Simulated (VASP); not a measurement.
# GaAs (F-43m) in VASP: further runs, part 2 of 2

VASP 6.6.1. The steps go on from the part before.

**4. G0W0 quasiparticle levels, PBE**

POSCAR

```
GaAs
1.0
    0.0000000000      2.8268500000      2.8268500000
    2.8268500000      0.0000000000      2.8268500000
    2.8268500000      2.8268500000      0.0000000000
As Ga
1 1
Direct
    0.7500000000      0.7500000000      0.7500000000
    0.0000000000      0.0000000000      0.0000000000
```

INCAR.step1

```
PREC = Accurate ; ENCUT = 450
EDIFF = 1E-8 ; ISMEAR = 0
SIGMA = 0.01 ; LREAL = F
LASPH = T ; NELM = 60
ALGO = Normal ; LWAVE = T
LCHARG = F ; GGA = PE
```

INCAR.step2

```
PREC = Accurate ; ENCUT = 450
EDIFF = 1E-8 ; ISMEAR = 0
SIGMA = 0.01 ; LREAL = F
LASPH = T ; NELM = 1
ALGO = Exact ; LWAVE = T
LCHARG = F ; GGA = PE
NBANDS = 63 ; LOPTICS = T
ISTART = 1
```

INCAR.step3

```
PREC = Accurate ; ENCUT = 450
EDIFF = 1E-8 ; ISMEAR = 0
SIGMA = 0.01 ; LREAL = F
LASPH = T ; ALGO = EVGW0
LWAVE = F ; LCHARG = F
GGA = PE ; NELMGW = 1
NBANDS = 63 ; ENCUTGW = 150
NOMEGA = 48 ; PRECFOCK = Fast
ISTART = 1 ; NBANDSGW = 17
```

KPOINTS

```
regular mesh
0
Gamma
  3 3 3
```

Potentials or basis: VASP PAW PBE potentials, release 64 (As_GW, Ga_d_GW).

Run with:

```
$ cat potpaw_PBE.64/As_GW/POTCAR potpaw_PBE.64/Ga_d_GW/POTCAR > POTCAR
$ cp INCAR.step1 INCAR
$ mpirun -np 1 vasp_std > vasp.out
$ cp INCAR.step2 INCAR
$ mpirun -np 1 vasp_std > vasp.out
$ cp INCAR.step3 INCAR
$ mpirun -np 1 vasp_std > vasp.out
```

OUTCAR:

```text
PREC = Accurate
   ENCUT = 450
   EDIFF = 1E-8
   ISMEAR = 0
   LREAL = F
   LASPH = T
   GGA = PE
   NELMGW = 1
   ENCUTGW = 150
   PRECFOCK = Fast
   ISTART = 1

 Found      4 irreducible k-points:

 Following reciprocal coordinates:
            Coordinates               Weight
  0.000000  0.000000  0.000000      1.000000
  0.333333  0.000000  0.000000      8.000000
  0.333333  0.333333  0.000000      6.000000
 -0.333333  0.333333  0.000000     12.000000
   k-points           NKPTS =      4   k-points in BZ     NKDIM =     27   number of bands    NBANDS=     63
   number of dos      NEDOS =    301   number of ions     NIONS =      2
   total plane-waves  NPLWV =  21952
   dimension x,y,z NGX =    28 NGY =   28 NGZ =   28
   dimension x,y,z NGXF=    56 NGYF=   56 NGZF=   56
   ions per type =               1   1
   NGX,Y,Z   is equivalent  to a cutoff of  11.64, 11.64, 11.64 a.u.
   NGXF,Y,Z  is equivalent  to a cutoff of  23.29, 23.29, 23.29 a.u.
 SYSTEM =  unknown system
   PREC   = accura    normal or accurate (medium, high low for compatibility)
   ISTART =      1    job   : 0-new  1-cont  2-samecut
   ICHARG =      0    charge: 1-file 2-atom 10-const
   ISPIN  =      1    spin polarized calculation?
   LNONCOLLINEAR =      F non collinear calculations
   LSORBIT =      F    spin-orbit coupling
   LASPH  =      T    aspherical Exc in radial PAW
   ENCUT  =  450.0 eV  33.07 Ry    5.75 a.u.   6.91  6.91  6.91*2*pi/ulx,y,z
   NELM   =     60;   NELMIN=  2; NELMDL=  0     # of ELM steps
   EDIFF  = 0.1E-07   stopping-criterion for ELM
   LREAL  =      F    real-space projection
   EDIFFG = 0.1E-06   stopping-criterion for IOM
   NSW    =      0    number of steps for IOM
   IBRION =     -1    ionic relax: 0-MD 1-quasi-New 2-CG
   NFREE  =      0    steps in history (QN), initial steepest desc. (CG)
   ISIF   =      0    stress and relaxation
   ISYM   =      3    0-nonsym 1-usesym 2-fastsym
   POTIM  = 0.5000    time-step for ionic-motion
   TEBEG  =    0.0;   TEEND  =   0.0 temperature during run
   PSTRESS=    0.0 pullay stress
   NELECT =      18.0000    total number of electrons
   NUPDOWN=      -1.0000    fix difference up-down
   EMIN   =  10.00;   EMAX   =-10.00  energy-range for DOS
   EFERMI =   0.00;   METHOD = LEGACY
   ISMEAR =     0;   SIGMA  =   0.01  broadening in eV -4-tet -1-fermi 0-gaus
   EFERMI_NEDOS =   21; number of points for ismear=-14 and -15
   IALGO  =     38    algorithm
   IMIX   =      4    mixing-type and parameters
     AMIX     =   0.40;   BMIX     =  1.00
     AMIX_MAG =   1.60;   BMIX_MAG =  1.00
  volume/ion in A,a.u.               =      22.59       152.44
  Fermi-wavevector in a.u.,A,eV,Ry     =   1.204628  2.276417 19.743799  1.451128
  Thomas-Fermi vector in A             =   2.340347
   LORBIT       =      0    0 simple, 1 ext, 2 COOP (PROOUT), +10 PAW based schemes
   GGA     = PE    functional components
   LHFCALC =     T    Hartree Fock is set to
   PRECFOCK=fast      Normal, Fast or Accurate (Low or Medium for compatibility)
   ENCUT4O =  -1.0   cutoff for four orbital integrals eV
   NKREDX  =     1    reduce k-point grid by
   NKREDY  =     1    reduce k-point grid by
   NKREDZ  =     1    reduce k-point grid by
   AEXX    =    1.0000 exact exchange contribution
   HFSCREEN=    0.0000 screening length (either q_TF or 0.3 A-1)
   HFSCREENC=   0.0000 screening length for correlation (either q_TF or 0.3 A-1)
   ENCUTFOCK=  -1.0 apply spherical cutoff to Coloumb kernel
   IVDW    =     0    specifies the selected vdW correction
   LEPSILON=     F    determine dielectric tensor
   LRPA    =     F    only Hartree local field effects (RPA)
   LRPAFORCE           =     F    calculate RPA forces
   ENCUTGW             = 150.0    cutoff for response function in eV
   ENCUTGWSOFT         = 120.0    soft cutoff for Coulomb kernel in GW response function in eV
   ENCUTLF             =  -1.0    cutoff for local field effects
   NELMGW              =     1    number of iterations in solving QP/BSE equation
   NELMHF              =     1    number of iterations in the inner HF iteration
   NKREDLFX            =     1    NKREDLFY  =   1   NKREDLFZ  =   1
 non-spin polarized calculation
 Gauss-broadening in eV      SIGMA  =   0.01
  energy-cutoff  :      450.00
  volume of cell :       45.18
 maximum number of plane-waves:      1002
  NGX = 16; NGY = 16; NGZ = 16
   NGX = 13   NGY = 13   NGZ = 13
 maximum number of plane-waves:       194

 QP shifts <psi_nk| G(iteration)W_0 |psi_nk>: iteration 1
 for sc-GW calculations column KS-energies equals QP-energies in previous step
 and V_xc(KS)=  KS-energies - (<T + V_ion + V_H > + <T+V_H+V_ion>^1  + <V_x>^1)

 k-point   1 :       0.0000    0.0000    0.0000
  band No.  KS-energies  QP-energies   sigma(KS)   V_xc(KS)     V^pw_x(r,r')   Z            occupation Imag(sigma)

      1     -10.9657     -13.2677     -25.0784     -21.7143     -35.0608       0.6842       2.0000       0.3551
      2     -10.9657     -13.2677     -25.0784     -21.7143     -35.0608       0.6842       2.0000       0.3551
      3     -10.9657     -13.2677     -25.0784     -21.7143     -35.0608       0.6842       2.0000       0.3551
      4     -10.8902     -13.2108     -25.2007     -21.8111     -35.1533       0.6846       2.0000       0.3222
      5     -10.8902     -13.2108     -25.2007     -21.8111     -35.1533       0.6846       2.0000       0.3222
      6      -8.7612      -9.1119     -11.6289     -11.1299     -18.0691       0.7027       2.0000       1.1576
[... 9 lines left out ...]
     16      14.0011      14.1649      -9.6019      -9.8151      -4.4893       0.7679       0.0000      -0.3143
     17      15.4490      15.3752      -7.7346      -7.6397      -2.1672       0.7768       0.0000      -0.4705
[... 46 lines left out ...]
      1     -11.0528     -13.2703     -24.6135     -21.3615     -34.5296       0.6819       2.0000       0.3841
      2     -10.9363     -13.2508     -25.1415     -21.7636     -35.1198       0.6852       2.0000       0.3444
      3     -10.9289     -13.2499     -25.1650     -21.7922     -35.1574       0.6881       2.0000       0.3496
      4     -10.8981     -13.2140     -25.1760     -21.7912     -35.1297       0.6842       2.0000       0.3220
      5     -10.8869     -13.2127     -25.2008     -21.8160     -35.1596       0.6871       2.0000       0.3199
      6      -6.4238      -6.7474     -12.7694     -12.3077     -18.5477       0.7007       2.0000       0.7811
[... 9 lines left out ...]
     16      18.2111      18.3639      -8.7524      -8.9499      -2.7256       0.7735       0.0000      -0.7131
     17      18.6244      18.6573      -8.2261      -8.2679      -2.3578       0.7849       0.0000      -0.7122
```

OUTCAR.step2:

```text
PREC = Accurate
   ENCUT = 450
   EDIFF = 1E-8
   ISMEAR = 0
   LREAL = F
[... 537 lines left out ...]
     0.00000   291.42514   291.42514   291.42514    -0.00000    -0.00000     0.00000
     0.87802   -99.37607   -99.37607   -99.37607    -0.00000    -0.00000     0.00000
     1.75604    59.38006    59.38006    59.38006    -0.00000    -0.00000     0.00000
     2.63406   -33.49109   -33.49109   -33.49109    -0.00000     0.00000     0.00000
     3.51208    28.08947    28.08947    28.08947    -0.00000    -0.00000     0.00000
     4.39010   -37.18794   -37.18794   -37.18794     0.00000     0.00000    -0.00000
[... 92 lines left out ...]
    86.04587     0.91935     0.91935     0.91935     0.00000     0.00000    -0.00000
    86.92389     0.92132     0.92132     0.92132     0.00000     0.00000    -0.00000
```

Run time: 52 s. Hardware: 1 thread of AMD EPYC 7R43 (Zen 3), shared host; peak memory 0.24 GiB.

The run converged, but some of its settings lie outside the range that counts as converged, so its numbers aren't taken as properties of the crystal.

What came out:

```yaml
Band_gap_on_the_k_mesh_mean-field_level: 0.49 eV, direct
Quasiparticle_gap: 1.46 eV
Least_direct_quasiparticle_gap: 1.46 eV
```

Caveat: the k mesh is coarse (spacing up to 0.64 Å⁻¹), so the values aren't converged; the cutoff is under 1.25 times the usual one of these potentials, so pressure, stress and relaxed cells hold a basis-set (Pulay) error; bands, screening cutoff and mesh are small and nothing is extrapolated, so the quasiparticle values aren't converged.

**5. G0W0 quasiparticle levels, PBE**

POSCAR is that of step 4.

INCAR.step1 is that of step 4.

INCAR.step2 is that of step 4.

INCAR.step3: that of step 4 with these lines changed.

```diff
@@ -7,3 +7,3 @@
 NBANDS = 63 ; ENCUTGW = 150
-NOMEGA = 48 ; PRECFOCK = Fast
+NOMEGA = 100 ; PRECFOCK = Fast
 ISTART = 1 ; NBANDSGW = 17
```

KPOINTS is that of step 4.

Potentials or basis: VASP PAW PBE potentials, release 64 (As_GW, Ga_d_GW).

Run with:

```
$ cat potpaw_PBE.64/As_GW/POTCAR potpaw_PBE.64/Ga_d_GW/POTCAR > POTCAR
$ cp INCAR.step1 INCAR
$ mpirun -np 1 vasp_std > vasp.out
$ cp INCAR.step2 INCAR
$ mpirun -np 1 vasp_std > vasp.out
$ cp INCAR.step3 INCAR
$ mpirun -np 1 vasp_std > vasp.out
```

OUTCAR:

```text
PREC = Accurate
   ENCUT = 450
   EDIFF = 1E-8
   ISMEAR = 0
   LREAL = F
   LASPH = T
   GGA = PE
   NELMGW = 1
   ENCUTGW = 150
   PRECFOCK = Fast
   ISTART = 1

 Found      4 irreducible k-points:

 Following reciprocal coordinates:
            Coordinates               Weight
  0.000000  0.000000  0.000000      1.000000
  0.333333  0.000000  0.000000      8.000000
  0.333333  0.333333  0.000000      6.000000
 -0.333333  0.333333  0.000000     12.000000
[... 59 lines left out ...]
   ENCUTGWSOFT         = 120.0    soft cutoff for Coulomb kernel in GW response function in eV
   ENCUTLF             =  -1.0    cutoff for local field effects
   NELMGW              =     1    number of iterations in solving QP/BSE equation
   NELMHF              =     1    number of iterations in the inner HF iteration
   NKREDLFX            =     1    NKREDLFY  =   1   NKREDLFZ  =   1
 non-spin polarized calculation
 Gauss-broadening in eV      SIGMA  =   0.01
  energy-cutoff  :      450.00
  volume of cell :       45.18
 maximum number of plane-waves:      1002
  NGX = 16; NGY = 16; NGZ = 16
   NGX = 13   NGY = 13   NGZ = 13
 maximum number of plane-waves:       194

 QP shifts <psi_nk| G(iteration)W_0 |psi_nk>: iteration 1
 for sc-GW calculations column KS-energies equals QP-energies in previous step
 and V_xc(KS)=  KS-energies - (<T + V_ion + V_H > + <T+V_H+V_ion>^1  + <V_x>^1)

 k-point   1 :       0.0000    0.0000    0.0000
  band No.  KS-energies  QP-energies   sigma(KS)   V_xc(KS)     V^pw_x(r,r')   Z            occupation Imag(sigma)

      1     -10.9657     -13.1995     -25.0089     -21.7143     -35.0608       0.6780       2.0000       0.1625
      2     -10.9657     -13.1995     -25.0089     -21.7143     -35.0608       0.6780       2.0000       0.1625
      3     -10.9657     -13.1995     -25.0089     -21.7143     -35.0608       0.6780       2.0000       0.1625
      4     -10.8902     -13.1479     -25.1374     -21.8111     -35.1533       0.6787       2.0000       0.1359
      5     -10.8902     -13.1479     -25.1374     -21.8111     -35.1533       0.6787       2.0000       0.1359
      6      -8.7612      -9.0736     -11.5470     -11.1299     -18.0691       0.7489       2.0000       1.0487
[... 59 lines left out ...]
      3     -10.9289     -13.1743     -25.0967     -21.7922     -35.1574       0.6795       2.0000       0.1586
      4     -10.8981     -13.1457     -25.1118     -21.7912     -35.1297       0.6769       2.0000       0.1331
      5     -10.8869     -13.1407     -25.1369     -21.8160     -35.1596       0.6787       2.0000       0.1316
      6      -6.4238      -6.6768     -12.6813     -12.3077     -18.5477       0.6771       2.0000       0.6299
[... 9 lines left out ...]
     16      18.2111      18.2862      -8.8547      -8.9499      -2.7256       0.7878       0.0000      -0.6460
     17      18.6244      18.5782      -8.3267      -8.2679      -2.3578       0.7855       0.0000      -0.6510
```

OUTCAR.step1:

```text
PREC = Accurate
   ENCUT = 450
   EDIFF = 1E-8
   ISMEAR = 0
   LREAL = F
   LASPH = T
[... 169 lines left out ...]
 -----------------------------------------------------------------------------------
      4.24027      4.24027      4.24027         0.000000      0.000000      0.000000
      0.00000      0.00000      0.00000        -0.000000     -0.000000     -0.000000
 -----------------------------------------------------------------------------------
    total drift:                               -0.000017     -0.000017     -0.000016

  FREE ENERGIE OF THE ION-ELECTRON SYSTEM (eV)
  ---------------------------------------------------
  free  energy   TOTEN  =        -7.6601759853 eV

  energy  without entropy=       -7.6601759853  energy(sigma->0) =       -7.66017599
```

Wall time 60 s (1 thread of AMD EPYC 7R43 (Zen 3), shared host); peak memory 0.25 GiB.

The run converged, but some of its settings lie outside the range that counts as converged, so its numbers aren't taken as properties of the crystal.

What came out:

```yaml
Band_gap_on_the_k_mesh_mean-field_level: 0.49 eV, direct
Quasiparticle_gap: 1.45 eV
Least_direct_quasiparticle_gap: 1.45 eV
```

Caveat: the k mesh is coarse (spacing up to 0.64 Å⁻¹), so the values aren't converged; the cutoff is under 1.25 times the usual one of these potentials, so pressure, stress and relaxed cells hold a basis-set (Pulay) error; bands, screening cutoff and mesh are small and nothing is extrapolated, so the quasiparticle values aren't converged.

**6. The reference run**

An earlier run on the cell as given: functional PBEsol; potentials or basis VASP PAW PBE potentials, release 64 (As, Ga_d); cutoff 520 eV; k mesh 8 × 8 × 8; occupations fermi-dirac, width 0.05 eV; no spin polarisation.

* Pressure: 0.3 GPa
* Band gap on the k mesh: 0.46 eV, direct
